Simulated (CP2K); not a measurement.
**Na: equation of state with PBE**

Na:

```
Na
1.0
     3.70832    0.00000    0.00000
    -1.23611    3.49624    0.00000
    -1.23611   -1.74812    3.02783
Na
1
Direct
  0.00000 0.00000 0.00000
```

- Program: CP2K 2026.2
- Task: equation of state
- Functional: PBE
- Potentials or basis: POTENTIAL_UZH Na GTH-PBE-q9; TZVP-MOLOPT-PBE-GTH basis
- Density cutoff: 18368 eV
- k mesh: 9 × 9 × 9
- Occupations: fermi-dirac, width 0.05 eV
- Spin: no spin polarisation

The equilibrium volume is 37.65 Å³/atom (rough: see the caveat) and the bulk modulus is 16.1 GPa (rough).

Energy against volume, from the lowest point:
```csv
volume (Å³/atom),energy (meV/atom)
36.901,0.29
37.686,0.00
38.471,0.46
39.256,1.60
40.041,5.61
40.827,8.14
41.612,11.18
```

All runs of the series together: 60 s on 1 thread of Arm Neoverse V1, on a shared host.

Caveat: the fit is doubtful: noisy points or a state that changes with volume; the basis of atomic orbitals isn't converged, which shifts pressures, moduli and gaps.
